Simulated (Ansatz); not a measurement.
## Structure relaxation of In

These are results of DFT r2SCAN, scalar-relativistic, plane waves, PAW in Ansatz 0.2.0, not measurements.

The start is a database structure of In, space group R-3m (No. 166).

Input of the last, converged step (default PAW datasets):

```yaml
crystal:
  lattice:
    - [1.6696368166, 0.9639652655, 8.20746325]
    - [-1.6696368166, 0.9639652655, 8.20746325]
    - [0.0, -1.927930531, 8.20746325]
  atoms:
    - { symbol: In, position: [0.0, 0.0, 0.0] }
    - { symbol: In, position: [0.77801224, 0.77801224, 0.77801224] }
    - { symbol: In, position: [0.22198776, 0.22198776, 0.22198776] }
basis:
  ecutwfc: 500
kpoints:
  mp_grid: { grid: [18, 18, 18] }
hamiltonian:
  xc: r2scan
scf:
  occupations: { method: gaussian, width: 0.1 }
output:
  forces: true
  stress: true
  eigenvalues: true
relax:
  adjacent_minimum: "off"
  f_tol: 0.01
  max_steps: 80
  cell: { stress_tol: 0.05 }
```

It can be run as:

```bash
ansatz run input.yaml --threads 1 --pin off --backend cpu --events-out ev --progress --plain --runs-dir out  # memory cap (--max-ram) not shown
```

The program printed at the end:

```
SCF converged after 6 iterations
Free energy (F): -16835.430335 eV
Harris-Foulkes:  -16835.430335 eV  (|F-HF|=1.46e-11)
Internal energy: -16835.422841 eV  (E = F + TS)
E sigma→0 (E₀):  -16835.426588 eV
Entropy (-TS):   -0.007494 eV (-2.498 meV/atom)
Fermi energy:    10.125086 eV
--- Per-component energies (eV) ---
  E_band       = -96.130014
  E_kinetic    = 723.499210
  E_local      = -3244.143917  (includes V_loc(G=0)·N_el)
  E_nonlocal   = 1099.692287
  E_hartree    = 1274.397044
  E_xc         = -604.538117
  E_vxc        = -322.903602  (∫ρ·V_xc dr)
  E_paw        = -12544.229361  (= ΣΔE_a)
  E_vpaw       = -924.042784  (= ΣTr[D̂ρ^β])
  E_aug_tail   = 0.000024  (compensation charges beyond the density's cutoff)
  E_vtau       = 22.974722  (kinetic-family band-sum trace: ∫τ·v_τ [+ j·A + Jᵃ·Aᵃ] dr)
  E_ewald      = -3542.996648
  E_core_change = 2.896638  (= ΣΔE_core)
  E_smearing   = -0.007494  (= −TS)
  E_closure    = 0.000000  (closes the sum)
  Σ components = -16835.430335   (vs F -16835.430335, Δ=0.00e0)
--- Forces (eV/Å), atoms counted from 1 ---
  atom   1  In     0.00000000     0.00000000     0.00000000
  atom   2  In     0.00000000     0.00000000    -0.00307685
  atom   3  In     0.00000000     0.00000000     0.00307685
  max |Σ_I F_I| component: 8.67e-19 eV/Å
--- Stress (GPa, compression-positive) ---
       -0.018520       0.000000       0.000000
        0.000000      -0.018520       0.000000
        0.000000       0.000000       0.022459
  P = ⅓ Tr σ = -0.0049 GPa (-0.049 kbar)
--- Relaxed structure (2 steps of the walk, 2 accepted, 1 SCFs on fresh bases) ---
  F+E_penalty+E_count = -16835.43033542 eV   max|allowed force component| = 3.077e-3 eV/Å   (the final SCF, on the basis selected at the relaxed cell)
  cell:  # Å, volume = 79.0460 Å³
    - [1.667845, 0.962931, 8.203094]
    - [-1.667845, 0.962931, 8.203094]
    - [0.000000, -1.925862, 8.203094]
  atoms:
    - { symbol: In, position: [0.000000, 0.000000, 0.000000] }
    - { symbol: In, position: [0.777861, 0.777861, 0.777861] }
    - { symbol: In, position: [0.222139, 0.222139, 0.222139] }
```

Absolute energies hang on the potentials; compare differences alone.

The result has space group R-3m (No. 166). In on Wyckoff site a (1 atom of the primitive cell) has 12 In at 3.34–3.35 Å; around In on Wyckoff site c (2 atoms of the primitive cell) lie 12 In at 3.34–3.35 Å.

It lies 0.01 eV/atom above the element's standard state at the same level.

The k mesh leaves about 4 meV/atom of noise in metals.

A structure relaxed within its symmetry needn't be a true minimum.